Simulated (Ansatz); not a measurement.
# InN: response to strain

Base system: InN in the zinc blende structure (space group F-43m, No. 216; a = 5.049 Å). Axes: x, y, z lie along the cube axes.

Strains are applied to the cell and any free atomic positions relax; under biaxial strain the out-of-plane vector relaxes too; under stress the whole cell relaxes.

All numbers come from plane-wave PAW DFT at the PBE level (Ansatz, a program for electronic structure, 420 eV), spin-orbit coupling left out, earlier PAW set.

Candidates:
(a) tensor shear ε_xz = +0.63 %
(b) uniaxial stress, 2 GPa compression along z
(c) biaxial strain −4.18 %, plane normal [001], relaxed out of plane

Notes on the quantities. energy relative to the base: free energy F.

Order them by energy relative to the base, highest first.

(c) biaxial strain −4.18 %, plane normal [001], relaxed out of plane (+26 meV/atom), (b) uniaxial stress, 2 GPa compression along z (+3.0 meV/atom), (a) tensor shear ε_xz = +0.63 % (+0.6 meV/atom)

A case with no gap was solved on a k-mesh chosen for an insulator, which is coarse for it. Beyond what the load breaks, stability against distortions was not tested. All final runs are without spin polarisation. This is not the structure that InN has at room temperature and ambient pressure.
